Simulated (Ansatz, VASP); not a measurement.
**BAs: programs and potentials compared**

The starting cell:

```
As B
1.0
     0.00000    2.38850    2.38850
     2.38850    0.00000    2.38850
     2.38850    2.38850    0.00000
As B
1 1
Direct
  0.75000 0.75000 0.75000
  0.00000 0.00000 0.00000
```

Alike in all runs: task relaxation of cell and atoms; functional PBE; k mesh 10 × 10 × 10; occupations fermi-dirac, width 0.05 eV; no spin polarisation; no spin-orbit coupling.

```tsv
program and potentials	plane-wave cutoff (eV)	notes	equilibrium volume (Å³/atom)
Ansatz, Ansatz PAW	420	9 valence electrons an atom on average	13.90
Ansatz, all-electron LAPW, scalar-relativistic	-	-	13.90
VASP, PBE PAW files As, B, 600 eV	600	4 valence electrons an atom on average	13.97
```

The equilibrium volume spans 13.90 (Ansatz, all-electron LAPW, scalar-relativistic) to 13.97 Å³/atom (VASP, PBE PAW files As, B, 600 eV), with all-electron results at 13.90. Relaxations stop with a little pressure left, so the last digit of a volume isn't settled.

Differences between rows come from potentials, basis sets and numerical settings, since the functional is the same but for its coding. Runs on potential files found faulty are left out.

The Ansatz PAW and all-electron LAPW volumes coincide at 13.90 Å³/atom, so the PAW description introduces no visible error in the equilibrium size of BAs. VASP gives a slightly larger 13.97 Å³/atom. The valence counts suggest that its arsenic potential keeps the semicore d shell frozen while the Ansatz one lets it relax, which probably contributes to the offset, though other details of the potentials could do the same.

That the spread stays small fits the bonding. Boron and arsenic have similar electronegativities and form short, strongly directional covalent bonds from s and p orbitals, giving a stiff lattice in which a small error in the potential shifts the volume little.

All three volumes exceed that of the starting cell, in the direction expected from PBE's usual slight underbinding if that cell is close to experiment. The agreement between codes therefore supports the numerical treatment of PBE, not the accuracy of the functional itself, and matching volumes don't guarantee equally good elastic constants or phonons.
